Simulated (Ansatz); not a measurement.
## C: moving C off its site

C, P6_3/mmc, a = 2.512 Å, c = 4.180 Å. Ansatz: PBE, PAW, 420 eV, Γ-centred 12×12×6 mesh on 4 atoms, Gaussian smearing 0.05 eV; no spin polarisation.

```
C
1.0
     2.51156    0.00000    0.00000
    -1.25578    2.17508    0.00000
     0.00000    0.00000    4.18036
C
4
Direct
  0.33333 0.66667 0.06273
  0.66667 0.33333 0.56273
  0.33333 0.66667 0.43727
  0.66667 0.33333 0.93727
```

Atom 1 (C) moves by x along the unit vector (-0.814, -0.470, -0.340), with its periodic images; all else is held. y is the free energy of the cell over the start, F the force along the path summed over the moved atoms.

```
 x (Å) y (meV) F (eV/Å)
-0.200    592.5      5.10
-0.160    400.4      4.47
-0.120    237.2      3.65
-0.080    110.8      2.63
-0.040     29.1      1.42
 0.000      0.0      0.00
 0.080    133.1     -3.47
 0.120    312.9     -5.55
 0.160    580.8     -7.89
 0.200        ?         ?
```

**Question.** Fit y = c2 x² + c3 x³ + c4 x⁴ to the energies of the other rows, give the force constant, and predict energy and force of the missing row.

**Answer.** Least squares on the rows shown. y = 19046 x² + 22023 x³ + 4357.0 x⁴. The force constant is 2 c2 = 38.1 eV/Å² (for all images moving together, not for a lone atom). The force −dy/dx at the missing row is -10.40 eV/Å (computed -10.50). At x = 0.200 the fit asked for gives 945.0 meV. The run gave 947.5 meV, so the fit is 2.5 meV too low, a small miss on the scale of the series.